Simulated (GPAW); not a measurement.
Write an ASE script for GPAW 26.7.0 that does the following.

```
Task                : relaxation of cell and atoms
Functional          : PBEsol
Dispersion          : D3
Potentials or basis : PAW data sets generated in the run's folder for this functional
Cutoff              : 600 eV
Basis               : pw
k mesh              : 7 × 7 × 3
Occupations         : fermi-dirac, width 0.05 eV
Spin                : no spin polarisation
Maxiter             : 150
Optimizer           : LBFGS
Fmax                : 0.05 eV/Å
Max steps           : 100
```

Crystal: MoS2.

```
Mo S
1.0
     3.22746    0.00000    0.00000
    -1.61373    2.79507    0.00000
     0.00000    0.00000    6.31247
Mo S
1 2
Cartesian
  0.0000 0.0000 3.1562
  1.6137 0.9317 4.7008
  0.0000 1.8634 1.6117
```

Measurements of this composition are mostly on another form, of space group No. 194.

One way to write it, as run:

run.py

```python
from ase.calculators.mixing import SumCalculator
from ase.filters import FrechetCellFilter
from ase.io import write
from ase.optimize import LBFGS
from ase.spacegroup import crystal
from dftd3.ase import DFTD3
from gpaw import GPAW, PW, setup_paths

setup_paths.insert(0, '.')

# Mo 1b
# S 2d
atoms = crystal(['Mo', 'S'],
                basis=[[0.0, 0.0, 0.5],
                       [0.6666666667, 0.3333333333, 0.74468068]],
                spacegroup=164, setting=1,  # P-3m1
                cellpar=[3.22746456, 3.22746456, 6.31247342, 90.0, 90.0, 120.0],
                primitive_cell=True)

calc = GPAW(mode=PW(600),
            xc='PBEsol',
            kpts={'size': (7, 7, 3), 'gamma': True},
            occupations={'name': 'fermi-dirac', 'width': 0.05},
            nbands=25,
            convergence={'density': 1e-05, 'energy': 1e-05},
            maxiter=150,
            txt='gpaw.txt')
atoms.calc = SumCalculator([calc, DFTD3(method='pbesol', damping='d3zero')])
opt = LBFGS(FrechetCellFilter(atoms), trajectory='relax.traj', logfile='-')
done = opt.run(fmax=0.05, steps=100)
calc.write('gs.gpw')
write('result.traj', atoms)
print('Converged:', done)
print('Cell:', atoms.cell.cellpar().round(4))
print('Volume:', round(atoms.get_volume(), 4))
print(atoms.get_scaled_positions().round(5))
```

Potentials or basis: PAW data sets generated in the run's folder for this functional, pw.

Command:

```bash
$ gpaw-setup -f PBEsol Mo S
$ OMP_NUM_THREADS=1 python run.py
```

Results of the run:

```json
{"Relaxed volume": "16.15 Å³/atom", "Relaxed cell": "a = 3.157 Å, b = 3.157 Å, c = 5.614 Å, α = 90.00°, β = 90.00°, γ = 120.00°", "Space group after relaxing (to 0.05 Å)": "P-3m1 (No. 164)", "Energy gained by relaxing": "43.7 meV/atom", "Ionic steps": "13", "Pressure after relaxing": "0.2 GPa", "Largest force after relaxing": "0.055 eV/Å", "Band gap on the k mesh": "none (metal or under the smearing width)", "Dispersion energy per atom": "-0.239 eV"}
```

Caveat: later steps reuse the first step's grids.

Wall time 74 s on 1 thread of AMD EPYC 9R45 96-Core Processor (Zen 5), with other jobs on the host, peak memory 0.31 GiB.
